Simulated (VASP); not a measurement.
A run of VASP 6.6.1:

The input INCAR:

```
SYSTEM = TiAl
PREC = Accurate
ENCUT = 520
EDIFF = 1E-6
ISMEAR = 0
SIGMA = 0.1
LREAL = .FALSE.
LASPH = .TRUE.
NELM = 100
ALGO = Fast
ISIF = 2
LWAVE = .FALSE.
LCHARG = .FALSE.
GGA = PS
NBANDS = 14
```

KPOINTS

```
regular mesh
0
G
  18 18 10
  0 0 0
```

The input POSCAR:

```
TiAl
1.0
    2.8475335181      0.0000000029      0.0000000000
   -1.4237667615      2.4660363634      0.0000000000
    0.0000000000      0.0000000000      4.6192521812
Ti Al
1 1
Direct
    0.0000000000      0.0000000000      0.0000000000
    0.3333333333      0.6666666667      0.5000000000
```

Potentials or basis: VASP PAW PBE potentials, release 64 (Ti_sv, Al).

Command:

```bash
$ cat potpaw_PBE.64/Ti_sv/POTCAR potpaw_PBE.64/Al/POTCAR > POTCAR
$ mpirun -np 1 vasp_std > vasp.out
```

Hardware: 1 thread of AMD EPYC 7R13 Processor (Zen 3), with other jobs on the host.

Task: Estimate the wall time of this run.

Result: Wall time 3.8 min on 1 thread of AMD EPYC 7R13 Processor (Zen 3), with other jobs on the host, peak memory 0.2 GiB. Counts: scf iterations 27, k points 222.
